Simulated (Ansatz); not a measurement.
## LiBr: Core-level photoemission

Cell: a computed structure from the Materials Project (it need not be an observed phase), atoms as given, repeated to a supercell; a hole's nearest image is 7.7 Å away.

Space group Fm-3m (No. 225); a = 5.4454 Å.

| site | Wyckoff | site symmetry | x | y | z |
| --- | --- | --- | --- | --- | --- |
| Li1 | 4a | m-3m | 0.0000 | 0.0000 | 0.0000 |
| Br9 | 4b | m-3m | 0.5000 | 0.5000 | 0.5000 |

One atom of each set is listed; the run and its k-mesh use a cell of 16 atoms with edges of 7.70, 7.70, 7.70 Å.

Method: Kohn–Sham DFT in Ansatz, PBE, plane waves and PAW, scalar-relativistic, 420 eV cutoff, Γ-centred 3×3×3 k-points, fixed occupations.

Each value is a total-energy difference between the cell with one core hole and the ground state (ΔSCF), counted from the top of the valence band. The cell with the hole is spin-polarised, as the shell with the hole is left with one unpaired spin. The periodic images are corrected with the calculated ε∞ = 3.48.

(1) What binding energies does the calculation give for Br 3d?

The program doubts some values: the cell is too small to check the potential alignment. Absolute PBE values can be off by an eV or more. Multiplets, satellites and widths aren't calculated.

The run took 23 s of wall time (23 s of CPU time) and 0.71 GiB at its peak, on 1 thread of Arm Neoverse V1 (aarch64; 8 cores open to the job, memory cap 2.5 GiB, no GPU), a shared host with a load of 0.6 a core.

## Answers

(1) 

```
 line  atom     first shell  E_B (eV)  j = l + ½ / j = l − ½ (eV)
Br 3d     9  6 Li at 2.72 Å      67.3                 66.9 / 68.0
```

For p, d and f shells E_B is the weighted mean of the two lines, whose splitting comes from the free atom's Dirac orbitals.
